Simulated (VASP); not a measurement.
# Hf (Im-3m) in VASP: further runs

One crystal, Hf, is run at these levels: PBE; tasks: density of states, electric field gradients.

Program: VASP 6.6.1. These are calculated values, not measurements. Logs are shortened: lines on timing, memory, paths and dates and some standing lists are left out, and cuts for length are marked.

### 1 The structure

Symmetry: Im-3m, No. 229, cubic system. Conventional cell: a = 3.610 Å, b = 3.610 Å, c = 3.610 Å, α = 90.00°, β = 90.00°, γ = 90.00°. Hf (site symmetry m-3m) is surrounded by 8 Hf at 3.13 Å.

This isn't the form of Hf at room conditions, which is hcp.

### 2 Density of states, PBE

POSCAR

```
Hf
1.0
   -1.8050000000      1.8050000000      1.8050000000
    1.8050000000     -1.8050000000      1.8050000000
    1.8050000000      1.8050000000     -1.8050000000
Hf
1
Direct
    0.0000000000      0.0000000000      0.0000000000
```

INCAR.step1

```
SYSTEM = Hf
PREC = Accurate
ENCUT = 520
EDIFF = 1E-6
ISMEAR = -1
SIGMA = 0.08
LREAL = .False.
LASPH = .True.
NELM = 100
ALGO = Normal
ISIF = 2
LWAVE = .False.
LCHARG = .True.
LMAXMIX = 4
GGA = PE
NBANDS = 11
```

KPOINTS.step1

```
regular mesh
0
Gamma
  16 16 16
  0 0 0
```

INCAR.step2

```
SYSTEM = Hf
PREC = Accurate
ENCUT = 520
EDIFF = 1E-6
ISMEAR = -5
SIGMA = 0.08
LREAL = .False.
LASPH = .True.
NELM = 100
ALGO = Normal
ISIF = 2
LWAVE = .False.
LCHARG = .False.
LMAXMIX = 4
GGA = PE
LORBIT = 10
NBANDS = 11
NEDOS = 1001
ICHARG = 11
```

KPOINTS.step2

```
regular mesh
0
Gamma
  24 24 24
  0 0 0
```

Potentials or basis: VASP PAW PBE potentials, release 64 (Hf_pv).

Run with:

```sh
$ cat potpaw_PBE.64/Hf_pv/POTCAR > POTCAR
$ cp INCAR.step1 INCAR
$ cp KPOINTS.step1 KPOINTS
$ mpirun -np 1 vasp_std > vasp.out
$ cp INCAR.step2 INCAR
$ cp KPOINTS.step2 KPOINTS
$ mpirun -np 1 vasp_std > vasp.out
```

OUTCAR:

```text
SYSTEM = Hf
   PREC = Accurate
   ENCUT = 520
   EDIFF = 1E-6
   ISMEAR = -5
   LREAL = .False.
   LASPH = .True.
   NELM = 100
   ISIF = 2
   GGA = PE
   LORBIT = 10
   ICHARG = 11

 ion  position               nearest neighbor table
   1  0.000  0.000  0.000-

  LATTYP: Found a body centered cubic cell.
 ALAT       =     3.6100000000

  Lattice vectors:

 A1 = (  -1.8050000000,   1.8050000000,   1.8050000000)
 A2 = (   1.8050000000,  -1.8050000000,   1.8050000000)
 A3 = (   1.8050000000,   1.8050000000,  -1.8050000000)

Analysis of symmetry for initial positions (statically):
=====================================================================
 Subroutine PRICEL returns:
 Original cell was already a primitive cell.

 Routine SETGRP: Setting up the symmetry group for a
 body centered cubic supercell.

 Subroutine GETGRP returns: Found 48 space group operations
 (whereof 48 operations were pure point group operations)
 out of a pool of 48 trial point group operations.

The static configuration has the point symmetry O_h .

Analysis of symmetry for dynamics (positions and initial velocities):
=====================================================================
 Subroutine PRICEL returns:
 Original cell was already a primitive cell.

 Routine SETGRP: Setting up the symmetry group for a
 body centered cubic supercell.

 Subroutine GETGRP returns: Found 48 space group operations
 (whereof 48 operations were pure point group operations)
 out of a pool of 48 trial point group operations.

The dynamic configuration has the point symmetry O_h .

 Subroutine INISYM returns: Found 48 space group operations
 (whereof 48 operations are pure point group operations),
 and found     1 'primitive' translations

----------------------------------------------------------------------------------------

                                     Primitive cell

  volume of cell :      23.5229

  direct lattice vectors                    reciprocal lattice vectors
    -1.805000000  1.805000000  1.805000000     0.000000000  0.277008310  0.277008310
     1.805000000 -1.805000000  1.805000000     0.277008310  0.000000000  0.277008310
     1.805000000  1.805000000 -1.805000000     0.277008310  0.277008310  0.000000000

  length of vectors
     3.126351708  3.126351708  3.126351708     0.391748909  0.391748909  0.391748909

  position of ions in fractional coordinates (direct lattice)
     0.000000000  0.000000000  0.000000000

  ion indices of the primitive-cell ions
   primitive index   ion index
                 1           1

----------------------------------------------------------------------------------------

 KPOINTS: regular mesh

Automatic generation of k-mesh.
 Grid dimensions read from file:
 generate k-points for:   24   24   24

 Generating k-lattice:

  Cartesian coordinates                     Fractional coordinates (reciprocal lattice)
     0.000000000  0.011542013  0.011542013     0.041666667  0.000000000  0.000000000
     0.011542013  0.000000000  0.011542013     0.000000000  0.041666667  0.000000000
     0.011542013  0.011542013  0.000000000     0.000000000  0.000000000  0.041666667

  Length of vectors
     0.016322871  0.016322871  0.016322871

  Shift w.r.t. Gamma in fractional coordinates (k-lattice)
     0.000000000  0.000000000  0.000000000

 TETIRR: Found  16469 inequivalent tetrahedra from    82944

 Subroutine IBZKPT returns following result:
 ===========================================

 Found    413 irreducible k-points:

 Following reciprocal coordinates:
            Coordinates               Weight
  0.000000  0.000000  0.000000      1.000000
  0.041667  0.000000  0.000000     12.000000
  0.083333  0.000000  0.000000     12.000000
  0.125000  0.000000  0.000000     12.000000
  0.166667  0.000000  0.000000     12.000000
  0.208333  0.000000  0.000000     12.000000
[... 16 lines left out ...]
  0.416667  0.041667 -0.000000     48.000000
  0.458333  0.041667  0.000000     48.000000
 [... further k-points ...]
   k-points           NKPTS =    413   k-points in BZ     NKDIM =    413   number of bands    NBANDS=     11
   number of dos      NEDOS =   1001   number of ions     NIONS =      1
   total plane-waves  NPLWV =  13824
   dimension x,y,z NGX =    24 NGY =   24 NGZ =   24
   dimension x,y,z NGXF=    48 NGYF=   48 NGZF=   48
   ions per type =               1
   NGX,Y,Z   is equivalent  to a cutoff of  12.76, 12.76, 12.76 a.u.
   NGXF,Y,Z  is equivalent  to a cutoff of  25.52, 25.52, 25.52 a.u.
 SYSTEM =  Hf
   PREC   = accura    normal or accurate (medium, high low for compatibility)
   ISTART =      0    job   : 0-new  1-cont  2-samecut
   ICHARG =     11    charge: 1-file 2-atom 10-const
   ISPIN  =      1    spin polarized calculation?
   LNONCOLLINEAR =      F non collinear calculations
   LSORBIT =      F    spin-orbit coupling
   LASPH  =      T    aspherical Exc in radial PAW
   ENCUT  =  520.0 eV  38.22 Ry    6.18 a.u.   5.81  5.81  5.81*2*pi/ulx,y,z
   NELM   =    100;   NELMIN=  2; NELMDL=  0     # of ELM steps
   EDIFF  = 0.1E-05   stopping-criterion for ELM
   LREAL  =      F    real-space projection
   EDIFFG = 0.1E-04   stopping-criterion for IOM
   NSW    =      0    number of steps for IOM
   IBRION =     -1    ionic relax: 0-MD 1-quasi-New 2-CG
   NFREE  =      0    steps in history (QN), initial steepest desc. (CG)
   ISIF   =      2    stress and relaxation
   ISYM   =      2    0-nonsym 1-usesym 2-fastsym
   POTIM  = 0.5000    time-step for ionic-motion
   TEBEG  =    0.0;   TEEND  =   0.0 temperature during run
   PSTRESS=    0.0 pullay stress
   NELECT =      10.0000    total number of electrons
   NUPDOWN=      -1.0000    fix difference up-down
   EMIN   =  10.00;   EMAX   =-10.00  energy-range for DOS
   EFERMI =   0.00;   METHOD = LEGACY
   ISMEAR =    -5;   SIGMA  =   0.08  broadening in eV -4-tet -1-fermi 0-gaus
   EFERMI_NEDOS =   21; number of points for ismear=-14 and -15
   IALGO  =     38    algorithm
   IMIX   =      4    mixing-type and parameters
     AMIX     =   0.40;   BMIX     =  1.00
     AMIX_MAG =   1.60;   BMIX_MAG =  1.00
  volume/ion in A,a.u.               =      23.52       158.74
  Fermi-wavevector in a.u.,A,eV,Ry     =   1.230961  2.326179 20.616432  1.515265
  Thomas-Fermi vector in A             =   2.365789
   LORBIT       =     10    0 simple, 1 ext, 2 COOP (PROOUT), +10 PAW based schemes
   GGA     = PE    functional components
   LHFCALC =     F    Hartree Fock is set to
   AEXX    =    0.0000 exact exchange contribution
   IVDW    =     0    specifies the selected vdW correction
   LEPSILON=     F    determine dielectric tensor
   LRPA    =     F    only Hartree local field effects (RPA)
 non-spin polarized calculation
 Fermi weights with tetrahedron method with Bloechl corrections
  energy-cutoff  :      520.00
  volume of cell :       23.52
 maximum number of plane-waves:       682

 number of electron      10.0000001 magnetization

 Free energy of the ion-electron system (eV)
  ---------------------------------------------------
  ext. energy  EPLUGINS =         0.00000000
  ---------------------------------------------------
  free energy    TOTEN  =        -9.72036307 eV

  energy without entropy =       -9.72036307  energy(sigma->0) =       -9.72036307

 E-fermi :   4.2437     XC(G=0): -11.0583

 val. band max:        4.3232508048   @ k =  -0.4583   0.4583   0.1250
 cond. band min:       4.2245325588   @ k =   0.2083   0.0833   0.0833
 fundamental gap:     -0.0987182459
 Fermi energy:         4.2436891978

 k-point     1 :       0.0000    0.0000    0.0000
  band No.  band energies     occupation
      1     -25.7875      2.00000
      2     -25.7875      2.00000
      3     -25.7875      2.00000
      4      -2.6290      2.00000
      5       5.7297      0.00000
      6       5.7297      0.00000
      7       5.7297      0.00000
      8       8.3669      0.00000
      9       8.3669      0.00000
     10      17.2900      0.00000
     11      17.2927      0.00000

 k-point     2 :       0.0417    0.0000    0.0000
  band No.  band energies     occupation
      1     -25.8000      2.00000
      2     -25.7915      2.00000
      3     -25.7876      2.00000
      4      -2.5681      2.00000
      5       5.6865      0.00000
      6       5.7146      0.00000
      7       5.7891      0.00000
      8       8.2940      0.00000
      9       8.3662      0.00000
     10      17.3188      0.00000
     11      17.3499      0.00000

 k-point     3 :       0.0833    0.0000    0.0000
  band No.  band energies     occupation
      1     -25.8365      2.00000
      2     -25.8030      2.00000
      3     -25.7877      2.00000
      4      -2.3878      2.00000
      5       5.5631      0.00000
      6       5.6590      0.00000
      7       5.9663      0.00000
      8       8.1156      0.00000
      9       8.3662      0.00000
     10      17.3204      0.00000
     11      17.5086      0.00000

 k-point     4 :       0.1250    0.0000    0.0000
  band No.  band energies     occupation
      1     -25.8940      2.00000
      2     -25.8214      2.00000
      3     -25.7878      2.00000
      4      -2.0959      2.00000
      5       5.3763      0.00000
      6       5.5376      0.00000
      7       6.2589      0.00000
      8       7.9251      0.00000
      9       8.3730      0.00000
     10      17.3179      0.00000
     11      17.7119      0.00000

 k-point     5 :       0.1667    0.0000    0.0000
  band No.  band energies     occupation
      1     -25.9680      2.00000
      2     -25.8452      2.00000
      3     -25.7880      2.00000
      4      -1.7060      2.00000
      5       5.1481      0.00000
      6       5.3334      0.00000
      7       6.6623      0.00000
      8       7.8101      0.00000
      9       8.3944      0.00000
     10      17.3166      0.00000
     11      17.8353      0.00000
[... 211 lines left out ...]
 k-point    21 :       0.3333    0.0417   -0.0000
  band No.  band energies     occupation
      1     -26.3470      2.00000
      2     -25.9724      2.00000
      3     -25.7941      2.00000
      4       0.5088      2.00000
      5       4.1307      2.03998
      6       4.4927      0.00000
      7       8.1360      0.00000
      8       8.8419      0.00000
      9       9.6222      0.00000
     10      15.3795      0.00000
     11      15.8567      0.00000

 k-point    22 :       0.3750    0.0417    0.0000
  band No.  band energies     occupation
      1     -26.4065      2.00000
      2     -25.9936      2.00000
      3     -25.7944      2.00000
      4       0.8112      2.00000
      5       3.9883      2.00290
      6       4.6378      0.00000
      7       8.2039      0.00000
      8       8.9606      0.00000
      9      10.3613      0.00000
     10      14.6094      0.00000
     11      15.2476      0.00000

 k-point    23 :       0.4167    0.0417   -0.0000
  band No.  band energies     occupation
      1     -26.4482      2.00000
      2     -26.0086      2.00000
      3     -25.7946      2.00000
      4       0.9846      2.00000
      5       3.8908      2.00000
      6       4.8710      0.00000
      7       8.1937      0.00000
      8       9.0694      0.00000
      9      11.0013      0.00000
     10      14.0206      0.00000
     11      14.8331      0.00000

 k-point    24 :       0.4583    0.0417    0.0000
  band No.  band energies     occupation
      1     -26.4697      2.00000
      2     -26.0163      2.00000
      3     -25.7946      2.00000
      4       1.0580      2.00000
      5       3.8413      2.00000
      6       5.0532      0.00000
      7       8.1504      0.00000
      8       9.1378      0.00000
      9      11.3968      0.00000
     10      13.7032      0.00000
     11      14.6201      0.00000

 [... further k-points ...]

------------------------ aborting loop because EDIFF is reached ----------------------------------------

  FORCE on cell =-STRESS in cart. coord.  units (eV):
  Direction    XX          YY          ZZ          XY          YZ          ZX
  --------------------------------------------------------------------------------------
  -------------------------------------------------------------------------------------
  Total       -0.7881437     -0.7881437     -0.7881437      0.0000000     -0.0000000      0.0000000
  in kB      -53.6814650    -53.6814650    -53.6814650      0.0000000     -0.0000000      0.0000000
  external PRESSURE =     -53.6814650 kB  Pullay stress =       0.0000000 kB

 VOLUME and BASIS-vectors are now :
 -----------------------------------------------------------------------------
  energy-cutoff  :      520.00
  volume of cell :       23.52
      direct lattice vectors                 reciprocal lattice vectors
    -1.805000000  1.805000000  1.805000000     0.000000000  0.277008310  0.277008310
     1.805000000 -1.805000000  1.805000000     0.277008310  0.000000000  0.277008310
     1.805000000  1.805000000 -1.805000000     0.277008310  0.277008310  0.000000000

 POSITION                                       TOTAL-FORCE (eV/Angst)
 -----------------------------------------------------------------------------------
      0.00000      0.00000      0.00000        -0.000000      0.000000     -0.000000
 -----------------------------------------------------------------------------------
    total drift:                                0.000000      0.000000      0.000000

  FREE ENERGIE OF THE ION-ELECTRON SYSTEM (eV)
  ---------------------------------------------------
  free  energy   TOTEN  =        -9.7203630667 eV

  energy  without entropy=       -9.7203630667  energy(sigma->0) =       -9.72036307

 total charge

# of ion       s       p       d       tot
------------------------------------------
    1        0.372   6.345   1.522   8.240
```

Wall time 26 s (1 thread of Intel Xeon 6975P-C (Granite Rapids), shared host); peak memory 0.25 GiB.

What came out:

* Valence electrons inside the program's atomic spheres: Hf 8.24

Levels at points of the mesh, in eV from the Fermi level:
| k point | band 3 | band 4 | band 5 | band 6 | band 7 | band 8 |
| --- | --- | --- | --- | --- | --- | --- |
| (0.00, 0.00, 0.00) | -30.03 | -6.87 | 1.49 | 1.49 | 1.49 | 4.12 |
| (0.50, 0.00, 0.00) | -30.03 | -3.22 | -0.41 | 0.89 | 3.93 | 4.88 |
| (0.50, 0.50, 0.50) | -30.52 | -2.36 | -2.36 | 6.40 | 6.40 | 6.40 |

States per cell in windows of 0.5 eV (zero at the Fermi level; states under -8 eV left out):
```csv
from (eV),total,Hf1_d,Hf1_p,Hf1_s
-8.0,0.00,0.00,0.00,0.00
-7.5,0.00,0.00,0.00,0.00
-7.0,0.01,0.00,0.00,0.01
-6.5,0.04,0.00,0.00,0.01
-6.0,0.05,0.00,0.00,0.02
-5.5,0.07,0.00,0.01,0.02
-5.0,0.09,0.00,0.01,0.03
-4.5,0.12,0.01,0.01,0.03
-4.0,0.16,0.02,0.02,0.04
-3.5,0.29,0.06,0.03,0.06
-3.0,0.33,0.09,0.03,0.06
-2.5,0.40,0.14,0.04,0.05
-2.0,0.47,0.20,0.04,0.03
-1.5,0.22,0.10,0.02,0.01
-1.0,0.71,0.35,0.10,0.00
-0.5,1.11,0.58,0.15,0.00
0.0,0.98,0.49,0.16,0.01
0.5,0.52,0.31,0.05,0.00
1.0,0.29,0.20,0.01,0.00
1.5,0.14,0.09,0.01,0.00
2.0,0.32,0.20,0.02,0.01
2.5,0.42,0.28,0.03,0.01
3.0,0.52,0.37,0.03,0.01
3.5,0.67,0.50,0.03,0.01
4.0,0.71,0.55,0.02,0.01
4.5,1.57,1.26,0.06,0.04
5.0,0.40,0.27,0.06,0.01
5.5,0.27,0.17,0.05,0.01
6.0,0.25,0.17,0.04,0.02
6.5,0.29,0.19,0.04,0.02
7.0,0.33,0.21,0.05,0.03
7.5,0.30,0.16,0.06,0.04
```

Caveat: tetrahedron occupations give inexact forces and stress in metals.

(Continued in part 2 of 2.)
